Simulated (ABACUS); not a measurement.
SnTe:

```
Te Sn
1.0
     0.00000    3.15085    3.15085
     3.15085    0.00000    3.15085
     3.15085    3.15085    0.00000
Te Sn
1 1
Direct
  0.50000 0.50000 0.50000
  0.00000 0.00000 0.00000
```

* Program: ABACUS 3.10.1
* Task: relaxation of cell and atoms
* Functional: PBE
* Potentials or basis: SPMS ONCV 1.0 PBE
* Cutoff: 1129 eV
* Density cutoff: 4517 eV
* Basis: plane waves
* k mesh: 6 × 6 × 6
* Occupations: fermi-dirac, width 0.05 eV
* Spin: no spin polarisation

At the start: pressure 2.3 GPa; volume 31.28 Å³/atom.

Task: How do energy, volume and symmetry change on relaxing?

Result: Over 3 steps the energy falls by 11.7 meV/atom and the volume is 32.95 Å³/atom (+5.3 %); space group Fm-3m (No. 225, to 0.05 Å).

The path:
```csv
step,energy change (eV),largest force (eV/Å),pressure (GPa),volume (Å³)
1,0.0000,0.0000,2.34,62.56
2,-0.0214,0.0000,-0.61,66.94
3,-0.0233,0.0000,0.01,65.90
```

Final structure:
```
Te Sn
1.0
     0.00000    3.20593    3.20593
     3.20593    0.00000    3.20593
     3.20593    3.20593    0.00000
Te Sn
1 1
Direct
  0.50000 0.50000 0.50000
  0.00000 0.00000 0.00000
```
